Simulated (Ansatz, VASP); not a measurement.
# One calculation of NiSb (Breithauptite), two programs

```
Sb Ni
1.0
     3.92800    0.00000    0.00000
    -1.96400    3.40175    0.00000
     0.00000    0.00000    5.06880
Sb Ni
2 2
Cartesian
  1.9640 1.1339 3.8016
  0.0000 2.2678 1.2672
  0.0000 0.0000 2.5344
  0.0000 0.0000 0.0000
```

Alike in both runs: task single point; functional PBEsol; k mesh 7 × 7 × 5; occupations fermi-dirac, width 0.05 eV; collinear spin.

|  | VASP | Ansatz |
| --- | --- | --- |
| version | VASP 6.6.1 | Ansatz 0.2.0 |
| potentials or method | VASP PAW PBE potentials, release 64 (Sb, Ni) | Ansatz PAW |
| plane-wave cutoff (eV) | 520 | 420 |
| valence electrons in the cell | 30 | 66 |

Ansatz gave:

| Quantity | Value |
| --- | --- |
| gap on the k mesh at the Fermi level (eV) | none |
| pressure (GPa) | -0.7 |
| largest component of the traceless stress (GPa) | 0.38 |
| net moment per atom (μB) | 0.00 |

Problem. What did VASP give for the same quantities?

Solution. gap on the k mesh at the Fermi level (eV): none; pressure (GPa): -0.6; largest component of the traceless stress (GPa): 0.45; net moment per atom (μB): 0.00.

A gap of «none» marks a metal or a gap that the smearing closes. The two sets of potentials don't hold the same shells in valence.

Caveats: the PAW data sets were made with another functional, which shifts forces and pressure a little (VASP); the PAW data sets come from PBE, with cores solved anew for the run's functional, which leaves a small shift of forces and pressure (Ansatz); the starting moments weren't kept (Ansatz). The runs have no spin-orbit coupling, so splittings on Sb are missing.
